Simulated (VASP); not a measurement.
# K (Fm-3m) in VASP: a series of runs

The runs below take K through single point, with PBE+D3(BJ).

Everything below comes from runs of VASP 6.6.1. Logs are shortened: lines on timing, memory, paths and dates and some standing lists are left out, and cuts for length are marked.

### Step 1. The cell of the first run

It takes space group Fm-3m (No. 225, cubic). The conventional cell has a = 6.580 Å, b = 6.580 Å, c = 6.580 Å, α = 90.00°, β = 90.00°, γ = 90.00°.

This isn't the form of K at room conditions, which is bcc.

### Step 2. Single point, PBE+D3(BJ) (strain -0.030 along x and y, -0.030 along z, atoms carried along)

INCAR

```
SYSTEM = K
  PREC = Accurate
  ENCUT = 520
  EDIFF = 1E-6
  ISMEAR = 0
  SIGMA = 0.15
  LREAL = .FALSE.
  LASPH = .TRUE.
  NELM = 100
  ALGO = Normal
  ISIF = 2
  LWAVE = .FALSE.
  LCHARG = .TRUE.
  GGA = PE
  IVDW = 12
  LELF = .TRUE.
  LVHAR = .TRUE.
  NBANDS = 10
```

KPOINTS

```
Automatic mesh
0
G
  12 12 12
  0 0 0
```

POSCAR

```
K
1.0
    0.0000000000      3.2901166335      3.2901166335
    3.2901166335      0.0000000000      3.2901166335
    3.2901166335      3.2901166335      0.0000000000
K
1
Direct
    0.0000000000      0.0000000000      0.0000000000
```

Potentials or basis: VASP PAW PBE potentials, release 64 (K_sv).

Launch:

```
$ cat potpaw_PBE.64/K_sv/POTCAR > POTCAR
$ mpirun -np 1 vasp_std > vasp.out
```

OUTCAR:

```text
SYSTEM = K
   PREC = Accurate
   ENCUT = 520
   EDIFF = 1E-6
   ISMEAR = 0
   LREAL = .FALSE.
   LASPH = .TRUE.
   NELM = 100
   ISIF = 2
   GGA = PE
   IVDW = 12
 IVDW          = 12

 ion  position               nearest neighbor table
   1  0.000  0.000  0.000-

  LATTYP: Found a face centered cubic cell.
 ALAT       =     6.5802332670

  Lattice vectors:

 A1 = (   0.0000000000,   3.2901166335,   3.2901166335)
 A2 = (   3.2901166335,   0.0000000000,   3.2901166335)
 A3 = (   3.2901166335,   3.2901166335,   0.0000000000)

Analysis of symmetry for initial positions (statically):
=====================================================================
 Subroutine PRICEL returns:
 Original cell was already a primitive cell.

 Routine SETGRP: Setting up the symmetry group for a
 face centered cubic supercell.

 Subroutine GETGRP returns: Found 48 space group operations
 (whereof 48 operations were pure point group operations)
 out of a pool of 48 trial point group operations.

The static configuration has the point symmetry O_h .

Analysis of symmetry for dynamics (positions and initial velocities):
=====================================================================
 Subroutine PRICEL returns:
 Original cell was already a primitive cell.

 Routine SETGRP: Setting up the symmetry group for a
 face centered cubic supercell.

 Subroutine GETGRP returns: Found 48 space group operations
 (whereof 48 operations were pure point group operations)
 out of a pool of 48 trial point group operations.

The dynamic configuration has the point symmetry O_h .

 Subroutine INISYM returns: Found 48 space group operations
 (whereof 48 operations are pure point group operations),
 and found     1 'primitive' translations

----------------------------------------------------------------------------------------

                                     Primitive cell

  volume of cell :      71.2302

  direct lattice vectors                    reciprocal lattice vectors
     0.000000000  3.290116633  3.290116633    -0.151970296  0.151970296  0.151970296
     3.290116633  0.000000000  3.290116633     0.151970296 -0.151970296  0.151970296
     3.290116633  3.290116633  0.000000000     0.151970296  0.151970296 -0.151970296

  length of vectors
     4.652927565  4.652927565  4.652927565     0.263220275  0.263220275  0.263220275

  position of ions in fractional coordinates (direct lattice)
     0.000000000  0.000000000  0.000000000

  ion indices of the primitive-cell ions
   primitive index   ion index
                 1           1

----------------------------------------------------------------------------------------

 KPOINTS: Automatic mesh

Automatic generation of k-mesh.
 Grid dimensions read from file:
 generate k-points for:   12   12   12

 Generating k-lattice:

  Cartesian coordinates                     Fractional coordinates (reciprocal lattice)
    -0.012664191  0.012664191  0.012664191     0.083333333  0.000000000  0.000000000
     0.012664191 -0.012664191  0.012664191     0.000000000  0.083333333  0.000000000
     0.012664191  0.012664191 -0.012664191     0.000000000  0.000000000  0.083333333

  Length of vectors
     0.021935023  0.021935023  0.021935023

  Shift w.r.t. Gamma in fractional coordinates (k-lattice)
     0.000000000  0.000000000  0.000000000

 Subroutine IBZKPT returns following result:
 ===========================================

 Found     72 irreducible k-points:

 Following reciprocal coordinates:
            Coordinates               Weight
  0.000000  0.000000  0.000000      1.000000
  0.083333  0.000000  0.000000      8.000000
  0.166667  0.000000  0.000000      8.000000
  0.250000  0.000000  0.000000      8.000000
  0.333333  0.000000  0.000000      8.000000
  0.416667  0.000000  0.000000      8.000000
[... 16 lines left out ...]
  0.500000  0.166667  0.000000     24.000000
 -0.416667  0.166667  0.000000     24.000000
 [... further k-points ...]
   k-points           NKPTS =     72   k-points in BZ     NKDIM =     72   number of bands    NBANDS=     10
   number of dos      NEDOS =    301   number of ions     NIONS =      1
   total plane-waves  NPLWV =  46656
   dimension x,y,z NGX =    36 NGY =   36 NGZ =   36
   dimension x,y,z NGXF=    72 NGYF=   72 NGZF=   72
   ions per type =               1
   NGX,Y,Z   is equivalent  to a cutoff of  12.86, 12.86, 12.86 a.u.
   NGXF,Y,Z  is equivalent  to a cutoff of  25.73, 25.73, 25.73 a.u.
 SYSTEM =  K
   PREC   = accura    normal or accurate (medium, high low for compatibility)
   ISTART =      0    job   : 0-new  1-cont  2-samecut
   ICHARG =      2    charge: 1-file 2-atom 10-const
   ISPIN  =      1    spin polarized calculation?
   LNONCOLLINEAR =      F non collinear calculations
   LSORBIT =      F    spin-orbit coupling
   LASPH  =      T    aspherical Exc in radial PAW
   ENCUT  =  520.0 eV  38.22 Ry    6.18 a.u.   8.65  8.65  8.65*2*pi/ulx,y,z
   NELM   =    100;   NELMIN=  2; NELMDL= -5     # of ELM steps
   EDIFF  = 0.1E-05   stopping-criterion for ELM
   LREAL  =      F    real-space projection
   EDIFFG = 0.1E-04   stopping-criterion for IOM
   NSW    =      0    number of steps for IOM
   IBRION =     -1    ionic relax: 0-MD 1-quasi-New 2-CG
   NFREE  =      0    steps in history (QN), initial steepest desc. (CG)
   ISIF   =      2    stress and relaxation
   ISYM   =      2    0-nonsym 1-usesym 2-fastsym
   POTIM  = 0.5000    time-step for ionic-motion
   TEBEG  =    0.0;   TEEND  =   0.0 temperature during run
   PSTRESS=    0.0 pullay stress
   NELECT =       9.0000    total number of electrons
   NUPDOWN=      -1.0000    fix difference up-down
   EMIN   =  10.00;   EMAX   =-10.00  energy-range for DOS
   EFERMI =   0.00;   METHOD = LEGACY
   ISMEAR =     0;   SIGMA  =   0.15  broadening in eV -4-tet -1-fermi 0-gaus
   EFERMI_NEDOS =   21; number of points for ismear=-14 and -15
   IALGO  =     38    algorithm
   IMIX   =      4    mixing-type and parameters
     AMIX     =   0.40;   BMIX     =  1.00
     AMIX_MAG =   1.60;   BMIX_MAG =  1.00
  volume/ion in A,a.u.               =      71.23       480.68
  Fermi-wavevector in a.u.,A,eV,Ry     =   0.821488  1.552387  9.181782  0.674842
  Thomas-Fermi vector in A             =   1.932655
   LORBIT       =      0    0 simple, 1 ext, 2 COOP (PROOUT), +10 PAW based schemes
   GGA     = PE    functional components
   LHFCALC =     F    Hartree Fock is set to
   AEXX    =    0.0000 exact exchange contribution
   IVDW    =    12    specifies the selected vdW correction
   LEPSILON=     F    determine dielectric tensor
   LRPA    =     F    only Hartree local field effects (RPA)
 non-spin polarized calculation
 Gauss-broadening in eV      SIGMA  =   0.15
  energy-cutoff  :      520.00
  volume of cell :       71.23
 maximum number of plane-waves:      1937
   NGX = 17   NGY = 17   NGZ = 17

 number of electron       9.0000000 magnetization

 Free energy of the ion-electron system (eV)
  ---------------------------------------------------
  ext. energy  EPLUGINS =         0.00000000
  ---------------------------------------------------
  free energy    TOTEN  =        -1.05128678 eV

  energy without entropy =       -1.04312911  energy(sigma->0) =       -1.04720794

 E-fermi :  -0.0546     XC(G=0):  -5.7285

 val. band max:       -0.1219245807   @ k =   0.5000   0.2500   0.0833
 cond. band min:      -0.0456935115   @ k =  -0.4167   0.0833   0.0000
 fundamental gap:      0.0762310692
 Fermi energy:        -0.0545545435

 k-point     1 :       0.0000    0.0000    0.0000
  band No.  band energies     occupation
      1     -32.1571      2.00000
      2     -15.6054      2.00000
      3     -15.6054      2.00000
      4     -15.6054      2.00000
      5      -2.2512      2.00000
      6       4.1925      0.00000
      7       4.1925      0.00000
      8       4.1925      0.00000
      9       5.4683      0.00000
     10       5.4683      0.00000

 k-point     2 :       0.0833    0.0000    0.0000
  band No.  band energies     occupation
      1     -32.1568      2.00000
      2     -15.6104      2.00000
      3     -15.6061      2.00000
      4     -15.6061      2.00000
      5      -2.1674      2.00000
      6       3.9587      0.00000
      7       4.2259      0.00000
      8       4.2259      0.00000
      9       5.3907      0.00000
     10       5.3907      0.00000

 k-point     3 :       0.1667    0.0000    0.0000
  band No.  band energies     occupation
      1     -32.1560      2.00000
      2     -15.6243      2.00000
      3     -15.6080      2.00000
      4     -15.6080      2.00000
      5      -1.9196      2.00000
      6       3.4067      0.00000
      7       4.2835      0.00000
      8       4.2835      0.00000
      9       5.2728      0.00000
     10       5.2728      0.00000

 k-point     4 :       0.2500    0.0000    0.0000
  band No.  band energies     occupation
      1     -32.1549      2.00000
      2     -15.6430      2.00000
      3     -15.6105      2.00000
      4     -15.6105      2.00000
      5      -1.5190      2.00000
      6       2.7148      0.00000
      7       4.2522      0.00000
      8       4.2522      0.00000
      9       5.3384      0.00000
     10       5.3384      0.00000

 k-point     5 :       0.3333    0.0000    0.0000
  band No.  band energies     occupation
      1     -32.1538      2.00000
      2     -15.6615      2.00000
      3     -15.6131      2.00000
      4     -15.6131      2.00000
      5      -0.9841      2.00000
      6       1.9586      0.00000
      7       4.1279      0.00000
      8       4.1279      0.00000
      9       5.6427      0.00000
     10       5.6428      0.00000

 k-point     6 :       0.4167    0.0000    0.0000
  band No.  band energies     occupation
      1     -32.1530      2.00000
      2     -15.6750      2.00000
      3     -15.6150      2.00000
      4     -15.6150      2.00000
      5      -0.3414      1.99315
      6       1.1795      0.00000
      7       4.0159      0.00000
      8       4.0159      0.00000
      9       6.0463      0.00000
     10       6.0650      0.00000
[... 183 lines left out ...]
 k-point    21 :       0.3333    0.1667    0.0000
  band No.  band energies     occupation
      1     -32.1538      2.00000
      2     -15.6509      2.00000
      3     -15.6184      2.00000
      4     -15.6182      2.00000
      5      -1.0803      2.00000
      6       2.5260      0.00000
      7       3.5924      0.00000
      8       4.2781      0.00000
      9       4.8295      0.00000
     10       5.9112      0.00000

 k-point    22 :       0.4167    0.1667    0.0000
  band No.  band energies     occupation
      1     -32.1529      2.00000
      2     -15.6643      2.00000
      3     -15.6226      2.00000
      4     -15.6199      2.00000
      5      -0.5182      1.99999
      6       1.8419      0.00000
      7       3.3693      0.00000
      8       4.2062      0.00000
      9       5.1277      0.00000
     10       6.1970      0.00000

 k-point    23 :       0.5000    0.1667    0.0000
  band No.  band energies     occupation
      1     -32.1524      2.00000
      2     -15.6723      2.00000
      3     -15.6266      2.00000
      4     -15.6199      2.00000
      5       0.1419      0.06404
      6       1.1095      0.00000
      7       3.2362      0.00000
      8       4.1461      0.00000
      9       5.3229      0.00000
     10       6.2940      0.00000

 k-point    24 :      -0.4167    0.1667    0.0000
  band No.  band energies     occupation
      1     -32.1523      2.00000
      2     -15.6729      2.00000
      3     -15.6290      2.00000
      4     -15.6184      2.00000
      5       0.3748      0.00005
      6       0.8723      0.00000
      7       3.1583      0.00000
      8       4.1460      0.00000
      9       5.5263      0.00000
     10       5.9868      0.00000

 [... further k-points ...]

------------------------ aborting loop because EDIFF is reached ----------------------------------------

 Edisp (eV)   -0.11689

 E8    (eV) :    -0.0629

  FORCE on cell =-STRESS in cart. coord.  units (eV):
  Direction    XX          YY          ZZ          XY          YZ          ZX
  --------------------------------------------------------------------------------------
  -------------------------------------------------------------------------------------
  Total      -0.05810    -0.05810    -0.05810     0.00000     0.00000    -0.00000
  in kB      -1.30690    -1.30690    -1.30690     0.00000     0.00000    -0.00000
  external pressure =       -1.31 kB  Pullay stress =        0.00 kB

 VOLUME and BASIS-vectors are now :
 -----------------------------------------------------------------------------
  energy-cutoff  :      520.00
  volume of cell :       71.23
      direct lattice vectors                 reciprocal lattice vectors
     0.000000000  3.290116633  3.290116633    -0.151970296  0.151970296  0.151970296
     3.290116633  0.000000000  3.290116633     0.151970296 -0.151970296  0.151970296
     3.290116633  3.290116633  0.000000000     0.151970296  0.151970296 -0.151970296

 POSITION                                       TOTAL-FORCE (eV/Angst)
 -----------------------------------------------------------------------------------
      0.00000      0.00000      0.00000         0.000000      0.000000      0.000000
 -----------------------------------------------------------------------------------
    total drift:                               -0.000000     -0.000000     -0.000000

  FREE ENERGIE OF THE ION-ELECTRON SYSTEM (eV)
  ---------------------------------------------------
  free  energy   TOTEN  =        -1.1681747990 eV

  energy  without entropy=       -1.1600171216  energy(sigma->0) =       -1.16409596
```

Run time: 28 s. Hardware: 1 thread of AMD EPYC 9R45 (Zen 5), shared host; peak memory 0.19 GiB.

Results:

- Free energy: -1.1682 eV
- Pressure: -0.1 GPa
- Band gap on the k mesh: none (metal or under the smearing width)
- Dispersion energy per atom: -0.117 eV

Caveat: pairwise dispersion overbinds metals, which lowers pressure and volume.

### Step 3. Single point, PBE+D3(BJ) (strain +0.015 along x and y, +0.000 along z, atoms carried along)

INCAR

```
  ALGO = Fast
  EDIFF = 1E-6
  ENCUT = 520
  GGA = PE
  ISIF = 2
  ISMEAR = 0
  IVDW = 12
  LASPH = True
  LCHARG = False
  LREAL = False
  LWAVE = False
  NBANDS = 10
  NELM = 100
  PREC = Accurate
  SIGMA = 0.15
```

KPOINTS

```
k-points
0
Gamma
  12 12 12
```

POSCAR

```
K
1.0
    0.0000000000      3.4427509103      3.3918728180
    3.4427509103      0.0000000000      3.3918728180
    3.4427509103      3.4427509103      0.0000000000
K
1
Direct
    0.0000000000      0.0000000000      0.0000000000
```

Potentials or basis: VASP PAW PBE potentials, release 64 (K_sv).

Launch:

```
$ cat potpaw_PBE.64/K_sv/POTCAR > POTCAR
$ mpirun -np 1 vasp_std > vasp.out
```

Wall time 75 s (1 thread of AMD EPYC 9R45 (Zen 5), shared host); peak memory 0.26 GiB.

The run converged. Its results:

```yaml
Free_energy: -1.1504 eV
Pressure: -0.5 GPa
Band_gap_on_the_k_mesh: none (metal or under the smearing width)
Dispersion_energy_per_atom: -0.103 eV
```

Levels at points of the mesh, in eV from the Fermi level:
| k point | band 1 | band 2 | band 3 | band 4 | band 5 | band 6 | band 7 | band 8 | band 9 | band 10 |
| --- | --- | --- | --- | --- | --- | --- | --- | --- | --- | --- |
| (0.00, 0.00, 0.00) | -32.18 | -15.64 | -15.64 | -15.64 | -2.03 | 4.11 | 4.11 | 4.16 | 5.27 | 5.35 |
| (0.50, 0.00, 0.00) | -32.18 | -15.69 | -15.64 | -15.64 | 0.32 | 0.53 | 3.88 | 3.96 | 5.84 | 6.06 |
| (0.50, 0.50, 0.00) | -32.18 | -15.68 | -15.66 | -15.66 | 0.97 | 1.36 | 2.31 | 4.56 | 4.56 | 5.15 |
| (0.50, 0.00, 0.50) | -32.18 | -15.68 | -15.66 | -15.65 | 0.91 | 1.26 | 2.36 | 4.65 | 4.66 | 5.16 |

Caveat: pairwise dispersion overbinds metals, which lowers pressure and volume.

### Step 4. Single point, PBE+D3(BJ) (strain +0.030 along x and y, +0.000 along z, atoms carried along)

INCAR

```
PREC = Accurate
ENCUT = 520
EDIFF = 1E-6
ISMEAR = 0
SIGMA = 0.15
LREAL = F
LASPH = T
NELM = 100
ALGO = Fast
ISIF = 2
LWAVE = F
LCHARG = F
GGA = PE
IVDW = 12
NBANDS = 10
```

KPOINTS

```
Automatic mesh
0
Gamma
  12 12 12
```

POSCAR

```
K
1.0
    0.0000000000      3.4936290025      3.3918728180
    3.4936290025      0.0000000000      3.3918728180
    3.4936290025      3.4936290025      0.0000000000
K
1
Direct
    0.0000000000      0.0000000000      0.0000000000
```

Launch:

```
$ cat potpaw_PBE.64/K_sv/POTCAR > POTCAR
$ mpirun -np 1 vasp_std > vasp.out
```

It took 79 s on 1 thread of AMD EPYC 9R45 (Zen 5), shared host; peak memory 0.27 GiB.

It converged, with:

```
Free energy                : -1.1429 eV
Pressure                   : -0.5 GPa
Band gap on the k mesh     : none (metal or under the smearing width)
Dispersion energy per atom : -0.100 eV
```

Levels at points of the mesh, in eV from the Fermi level:
```csv
k point,band 2,band 3,band 4,band 5,band 6,band 7,band 8,band 9
"(0.00, 0.00, 0.00)",-15.66,-15.66,-15.66,-1.99,4.07,4.07,4.16,5.17
"(0.50, 0.00, 0.00)",-15.70,-15.67,-15.67,0.32,0.52,3.81,3.97,5.75
"(0.50, 0.50, 0.00)",-15.70,-15.68,-15.68,1.01,1.39,2.28,4.40,4.40
"(0.50, 0.00, 0.50)",-15.70,-15.68,-15.67,0.89,1.20,2.37,4.58,4.60
```

Caveat: pairwise dispersion overbinds metals, which lowers pressure and volume.

### Step 5. Single point, PBE+D3(BJ) (strain +0.030 along x and y, -0.030 along z, atoms carried along)

INCAR

```
SYSTEM = K
PREC = Accurate
ENCUT = 520
EDIFF = 1E-7
ISMEAR = 0
SIGMA = 0.15
LREAL = .False.
LASPH = .True.
NELM = 100
ALGO = Fast
ISIF = 2
LWAVE = .False.
LCHARG = .False.
GGA = PE
IVDW = 12
NBANDS = 10
```

KPOINTS

```
Automatic mesh
0
Gamma
  12 12 12
  0 0 0
```

POSCAR

```
K
1.0
    0.0000000000      3.4936290025      3.2901166335
    3.4936290025      0.0000000000      3.2901166335
    3.4936290025      3.4936290025      0.0000000000
K
1
Direct
    0.0000000000      0.0000000000      0.0000000000
```

Launch:

```
$ cat potpaw_PBE.64/K_sv/POTCAR > POTCAR
$ mpirun -np 1 vasp_std > vasp.out
```

Run time: 88 s. Hardware: 1 thread of AMD EPYC 9R45 (Zen 5), shared host; peak memory 0.26 GiB.

Results (log left out):

| Item | Value |
| --- | --- |
| Free energy | -1.1504 eV |
| Pressure | -0.5 GPa |
| Band gap on the k mesh | none (metal or under the smearing width) |
| Dispersion energy per atom | -0.103 eV |

Levels at points of the mesh, in eV from the Fermi level:
| k point | band 1 | band 2 | band 3 | band 4 | band 5 | band 6 | band 7 | band 8 | band 9 | band 10 |
| --- | --- | --- | --- | --- | --- | --- | --- | --- | --- | --- |
| (0.00, 0.00, 0.00) | -32.19 | -15.64 | -15.64 | -15.64 | -2.03 | 4.07 | 4.07 | 4.26 | 5.12 | 5.45 |
| (0.50, 0.00, 0.00) | -32.18 | -15.69 | -15.65 | -15.64 | 0.32 | 0.53 | 3.76 | 4.08 | 5.79 | 6.07 |
| (0.50, 0.50, 0.00) | -32.18 | -15.69 | -15.66 | -15.66 | 1.09 | 1.56 | 2.22 | 4.36 | 4.36 | 5.19 |
| (0.50, 0.00, 0.50) | -32.18 | -15.69 | -15.66 | -15.65 | 0.85 | 1.16 | 2.41 | 4.74 | 4.79 | 5.14 |

Caveat: pairwise dispersion overbinds metals, which lowers pressure and volume.

### Step 6. The runs side by side

| cell | gap on the mesh (eV) | pressure (GPa) |
| --- | --- | --- |
| strain -0.030 along x and y, -0.030 along z, atoms carried along | none | -0.1 |
| strain +0.015 along x and y, +0.000 along z, atoms carried along | none | -0.5 |
| strain +0.030 along x and y, +0.000 along z, atoms carried along | none | -0.5 |
| strain +0.030 along x and y, -0.030 along z, atoms carried along | none | -0.5 |

Alike in all rows: task single point; level PBE+D3(BJ); potentials or basis VASP PAW PBE potentials, release 64 (K_sv); no spin polarisation; k mesh 12 × 12 × 12; cutoff (eV) 520; smearing gaussian 0.15 eV.

Caveats: pairwise dispersion overbinds metals, which lowers pressure and volume.

Total energies depend on the potentials used, so only differences within one code and one set of settings carry meaning.
